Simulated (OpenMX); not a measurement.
Set up this calculation in OpenMX 3.8.5, as the native input.

| Quantity | Value |
| --- | --- |
| Task | single point |
| Functional | PBE |
| Potentials or basis | OpenMX 2013 PBE set, As7.0-s3p2d2, grid cutoff 500 Ry |
| k mesh | 5 × 5 × 7 |
| Occupations | fermi-dirac, width 0.05 eV |
| Spin | no spin polarisation |
| Mixing scheme | rmm-diisk |
| SCF threshold | 1e-08 Ha |
| Solver | band |
| Max SCF cycles | 100 |

As:

```
As
1.0
     4.44123    0.00000    0.00000
    -2.22061    3.84622    0.00000
     0.00000    0.00000    2.75606
As
2
Direct
  0.33333 0.66667 0.00000
  0.66667 0.33333 0.00000
```

The cell was built by a generator and needn't be a form met in nature.

One way to write it, as run:

As.dat

```
System.CurrrentDirectory             ./
System.Name                          As
DATA.PATH                            ./DFT_DATA13
level.of.stdout                      1
level.of.fileout                     0
Species.Number                       1
<Definition.of.Atomic.Species
  As  As7.0-s3p2d2           As_PBE13
Definition.of.Atomic.Species>

Atoms.Number                         2
Atoms.SpeciesAndCoordinates.Unit     FRAC
<Atoms.SpeciesAndCoordinates
    1  As    0.3333300000    0.6666700000    0.0000000000   7.500  7.500
    2  As    0.6666700000    0.3333300000    0.0000000000   7.500  7.500
Atoms.SpeciesAndCoordinates>

Atoms.UnitVectors.Unit               Ang
<Atoms.UnitVectors
     4.4412296160    0.0000000000    0.0000000000
    -2.2206148080    3.8462192239    0.0000000000
     0.0000000000    0.0000000000    2.7560638604
Atoms.UnitVectors>

scf.XcType                           GGA-PBE
scf.SpinPolarization                 off
scf.ElectronicTemperature            580.226
scf.energycutoff                     500.0
scf.maxIter                          100
scf.EigenvalueSolver                 band
scf.Kgrid                            5 5 7
scf.Mixing.Type                      rmm-diisk
scf.Init.Mixing.Weight               0.05
scf.Min.Mixing.Weight                0.001
scf.Max.Mixing.Weight                0.3
scf.Mixing.History                   25
scf.Mixing.StartPulay                8
scf.criterion                        1.0e-8
scf.stress.tensor                    on
MD.Type                              nomd
```

Potentials or basis: OpenMX 2013 PBE set, As7.0-s3p2d2, grid cutoff 500 Ry.

Launch:

```sh
$ openmx As.dat -nt 1 > As.std
```

It gave:

```
Pressure               : 8.4 GPa
Largest force          : 0.010 eV/Å
Band gap on the k mesh : none (metal or under the smearing width)
```

Caveat: the basis of atomic orbitals isn't converged, which shifts pressures, moduli and gaps.

Wall time 49 s on 1 thread of AMD EPYC 9R45 96-Core Processor (Zen 5), on a shared host, peak memory 0.7 GiB.
